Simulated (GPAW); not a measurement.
Input of a GPAW 26.7.0 run:

The input run.py:

```python
from ase import Atoms
from ase.filters import FrechetCellFilter
from ase.io import write
from ase.optimize import BFGS
from ase.units import GPa
from gpaw import GPAW, PW, setup_paths

setup_paths.insert(0, '.')

atoms = Atoms(['Rh'],
              cell=[[0.0, 1.89785, 1.89785],
                    [1.89785, 0.0, 1.89785],
                    [1.89785, 1.89785, 0.0]],
              scaled_positions=[[0.0, 0.0, 0.0]],
              pbc=True)

calc = GPAW(mode=PW(600),
            xc='PBEsol',
            kpts={'size': (12, 12, 12), 'gamma': True},
            occupations={'name': 'fermi-dirac', 'width': 0.05},
            nbands=16,
            convergence={'density': 1e-05, 'forces': 0.0001},
            maxiter=150,
            txt='gpaw.txt')
atoms.calc = calc
opt = BFGS(FrechetCellFilter(atoms, scalar_pressure=5 * GPa), trajectory='relax.traj', logfile='-')
done = opt.run(fmax=0.02, steps=60)
calc.write('gs.gpw')
write('result.traj', atoms)
print('Converged:', done)
print('Cell:', atoms.cell.cellpar().round(4))
print('Volume:', round(atoms.get_volume(), 4))
print(atoms.get_scaled_positions().round(5))
```

Potentials or basis: PAW data sets generated in the run's folder for this functional, pw.

The run is started by

```sh
$ gpaw-setup -f PBEsol Rh
$ OMP_NUM_THREADS=1 python run.py
```

Question: Predict the relaxed cell.

Answer: a = 2.665 Å, b = 2.665 Å, c = 2.665 Å, α = 60.00°, β = 60.00°, γ = 60.00°.

Question: Predict the space group after relaxing (to 0.05 Å).

Answer: Fm-3m (No. 225).

Step by step:
```tsv
step	energy change (eV)	largest force (eV/Å)	pressure (GPa)	volume (Å³)
1	0.0000	0.0000	-1.44	13.67
2	0.0039	0.0000	5.66	13.35
3	0.0030	0.0000	4.98	13.38
```

Caveat: later steps reuse the first step's grids.
